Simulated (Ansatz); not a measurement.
## What moves the field gradients of V₂O₅?

Cell of run 1: a structure deposited in the COD, atoms as given.

Space group Pmmn:1 (No. 59); a = 3.5710, b = 11.5440, c = 4.3830 Å.

| site | Wyckoff | site symmetry | x | y | z |
| --- | --- | --- | --- | --- | --- |
| V | 4e | m.. | 0.0000 | 0.3512 | 0.8914 |
| O5 | 4e | m.. | 0.0000 | 0.1809 | 0.0028 |
| O9 | 4e | m.. | 0.0000 | 0.3545 | 0.5303 |
| O13 | 2b | mm2 | 0.0000 | 0.5000 | 0.9992 |

One atom of each set is listed.

Relaxed positions (PBE, cell held):

V (0.0000, 0.3516, 0.8877)
O5 (0.0000, 0.1811, 0.0057)
O9 (0.0000, 0.3551, 0.5264)
O13 (0.0000, 0.5000, 0.9982)

All runs are DFT with Ansatz 0.2.0 (plane waves and PAW, scalar-relativistic unless spin–orbit coupling is named, Γ-centred meshes, Fermi–Dirac smearing where given) in this cell.

Run 1: PBE, gradients read without the response of the cores, atoms as given; 420 eV, 6×2×5 k-points, smearing 0.02 eV.
Run 2: PBE, gradients read without the response of the cores, atoms relaxed; 420 eV, 6×2×5 k-points, smearing 0.02 eV.
Run 3: r2SCAN, gradients read without the response of the cores, at the relaxed atoms; 500 eV, 6×2×5 k-points, smearing 0.02 eV.

```
run   O5 V_zz (η)   O9 V_zz (η)  O13 V_zz (η)
  1  -5.30 (0.70)  -1.14 (0.75)  -6.25 (0.01)
  2             ?             ?             ?
  3  -5.43 (0.74)  -0.79 (0.98)  -6.34 (0.12)
```

V_zz in 10²¹ V/m²; 3 of the 4 sets of like atoms are followed.

Q: Estimate the row of run 2.

A: O5: -5.26 (0.71); O9: -1.16 (0.71); O13: -6.15 (0.03). It lies nearest to run 1, from whose tensors on these sites it differs by 0.15 at most (largest principal value of the difference, on O5). Taken one at a time, the functional (r2SCAN with its higher cutoff) moves the tensors on these sites by up to 0.46 (largest principal value of the change, on O9), the positions of the atoms (as given or relaxed) by 0.15 (O5).

In run 3 the atoms aren't at the calculated equilibrium (largest force 0.60 eV/Å).
